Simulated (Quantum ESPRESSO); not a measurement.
Moving the Hubbard U on Ti d in TiB2

The cell as given:

```
CELL_PARAMETERS angstrom
3.02920 0.00000 0.00000
-1.51460 2.62336 0.00000
0.00000 0.00000 3.22840
ATOMIC_POSITIONS crystal
Ti 0.00000 0.00000 0.00000
B 0.66667 0.33333 0.50000
B 0.33333 0.66667 0.50000
```

Kept alike: task relaxation of cell and atoms; functional PBEsol; k mesh 10 × 10 × 8; occupations fermi-dirac, width 0.05 eV; no spin polarisation. Program: Quantum ESPRESSO, GBRV 1.5 PBEsol, cutoff 612 eV. The mesh is that of the run's cell of 3 atoms. No spin-orbit coupling.

```csv
"Hubbard U on Ti d, U (eV)",volume (Å³/atom),first edge of the run's cell (Å),third edge of the run's cell (Å)
0,8.381,3.017,3.189
1,8.432,3.020,3.202
2,8.485,3.024,3.214
3,8.541,3.028,3.227
4,8.601,3.032,3.241
5,8.665,3.036,3.256
6,8.735,3.041,3.272
8,8.896,3.050,3.312
```

U acts here on a shell without spin polarisation. The relaxations keep at least the cell's symmetry (P6/mmm). For a metal such a mesh leaves the last digits unconverged. Relaxations stop with a little pressure left, so the last digits of a volume or edge aren't settled. How U acts hangs on the program's projectors.

Problem. What does the Hubbard U on Ti d change here?

Solution. The volume rises from 8.381 to 8.896 Å³/atom between 0 and 8 eV. The first edge of the run's cell rises from 3.017 to 3.050 Å between 0 and 8 eV. The third edge of the run's cell rises from 3.189 to 3.312 Å between 0 and 8 eV.
